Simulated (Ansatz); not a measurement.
# HfO2: the cost of one run

Method: DFT PBE, scalar-relativistic, plane waves, PAW, in Ansatz 0.2.0.

### Step 1. Starting point

It takes space group Pca2_1 (No. 29, orthorhombic). Conventional cell: a = 5.219 Å, b = 5.005 Å, c = 5.033 Å, α = 90.00°, β = 90.00°, γ = 90.00°. Hf (site symmetry 1) is surrounded by 7 O at 2.02 to 2.23 Å. O (site symmetry 1) has 3 Hf at 2.02 to 2.13 Å as nearest neighbours. Around O (site symmetry 1) lie 4 Hf at 2.11 to 2.23 Å.

Structure file:

```cif
data_structure
_symmetry_space_group_name_H-M 'Pca2_1'
_symmetry_Int_Tables_number 29
_cell_length_a 5.2195
_cell_length_b 5.0048
_cell_length_c 5.0327
_cell_angle_alpha 90.000
_cell_angle_beta 90.000
_cell_angle_gamma 90.000
_cell_volume 131.46
loop_
_atom_site_label
_atom_site_type_symbol
_atom_site_symmetry_multiplicity
_atom_site_Wyckoff_symbol
_atom_site_fract_x
_atom_site_fract_y
_atom_site_fract_z
_atom_site_occupancy
Hf1 Hf 4 a 0.53301 0.26748 0.24144 1
O1 O 4 a 0.86787 0.07135 0.37927 1
O2 O 4 a 0.23395 0.46012 0.49229 1
```

The runs take a perfect supercell of 48 atoms; the defect goes to fractional position (0.225, 0.374, 0.220).

### Step 2. The perfect supercell

input.yaml

```yaml
crystal:
  lattice:
    - [-5.219463, 5.004764, 5.032685]
    - [5.219463, -5.004764, 5.032685]
    - [5.219463, 5.004764, -5.032685]
  atoms:
    - { symbol: Hf, position: [0.25446, 0.137223, 0.150243] }
    - { symbol: Hf, position: [0.75446, 0.637223, 0.150243] }
    - { symbol: Hf, position: [0.75446, 0.137223, 0.650243] }
    - { symbol: Hf, position: [0.25446, 0.637223, 0.650243] }
    - { symbol: Hf, position: [0.00446, 0.104217, 0.367237] }
    - { symbol: Hf, position: [0.50446, 0.604217, 0.367237] }
    - { symbol: Hf, position: [0.50446, 0.104217, 0.867237] }
    - { symbol: Hf, position: [0.00446, 0.604217, 0.867237] }
    - { symbol: Hf, position: [0.986981, 0.387223, 0.132763] }
    - { symbol: Hf, position: [0.486981, 0.887223, 0.132763] }
    - { symbol: Hf, position: [0.486981, 0.387223, 0.632763] }
    - { symbol: Hf, position: [0.986981, 0.887223, 0.632763] }
    - { symbol: Hf, position: [0.736981, 0.354217, 0.349757] }
    - { symbol: Hf, position: [0.236981, 0.854217, 0.349757] }
    - { symbol: Hf, position: [0.236981, 0.354217, 0.849757] }
    - { symbol: Hf, position: [0.736981, 0.854217, 0.849757] }
    - { symbol: O, position: [0.225311, 0.37357, 0.219614] }
    - { symbol: O, position: [0.725311, 0.87357, 0.219614] }
    - { symbol: O, position: [0.725311, 0.37357, 0.719614] }
    - { symbol: O, position: [0.225311, 0.87357, 0.719614] }
    - { symbol: O, position: [0.975311, 0.005697, 0.101741] }
    - { symbol: O, position: [0.475311, 0.505697, 0.101741] }
    - { symbol: O, position: [0.475311, 0.005697, 0.601741] }
    - { symbol: O, position: [0.975311, 0.505697, 0.601741] }
    - { symbol: O, position: [0.476205, 0.11312, 0.097033] }
    - { symbol: O, position: [0.976205, 0.61312, 0.097033] }
    - { symbol: O, position: [0.976205, 0.11312, 0.597033] }
    - { symbol: O, position: [0.476205, 0.61312, 0.597033] }
    - { symbol: O, position: [0.726205, 0.379172, 0.113084] }
    - { symbol: O, position: [0.226205, 0.879172, 0.113084] }
    - { symbol: O, position: [0.226205, 0.379172, 0.613084] }
    - { symbol: O, position: [0.726205, 0.879172, 0.613084] }
    - { symbol: O, position: [0.266088, 0.129172, 0.402967] }
    - { symbol: O, position: [0.766088, 0.629172, 0.402967] }
    - { symbol: O, position: [0.766088, 0.129172, 0.902967] }
    - { symbol: O, position: [0.266088, 0.629172, 0.902967] }
    - { symbol: O, position: [0.516088, 0.36312, 0.386916] }
    - { symbol: O, position: [0.016088, 0.86312, 0.386916] }
    - { symbol: O, position: [0.016088, 0.36312, 0.886916] }
    - { symbol: O, position: [0.516088, 0.86312, 0.886916] }
    - { symbol: O, position: [0.653956, 0.12357, 0.398259] }
    - { symbol: O, position: [0.153956, 0.62357, 0.398259] }
    - { symbol: O, position: [0.153956, 0.12357, 0.898259] }
    - { symbol: O, position: [0.653956, 0.62357, 0.898259] }
    - { symbol: O, position: [0.903956, 0.255697, 0.280386] }
    - { symbol: O, position: [0.403956, 0.755697, 0.280386] }
    - { symbol: O, position: [0.403956, 0.255697, 0.780386] }
    - { symbol: O, position: [0.903956, 0.755697, 0.780386] }
basis:
  ecutwfc: 420
  fft_grid_basis: typed
kpoints:
  mp_grid: { grid: [2, 2, 2] }
hamiltonian:
  xc: pbe
  pseudopotentials: { kind: paw }
scf:
  occupations: { method: gaussian, width: 0.05 }
output:
  forces: true
  stress: false
  eigenvalues: true
  bader: false
  write_density: true
  volumetric_format: npy
```

Started as:

```bash
ansatz run input.yaml --threads 4 --pin off --max-ram 10240MiB --backend cpu --events-out ev --progress --plain --runs-dir out
```

**Question.** How long does this run take on 4 threads of Arm Neoverse N1, shared host, and how much memory does it need?

About 45 s, with a peak of 3.6 GiB.
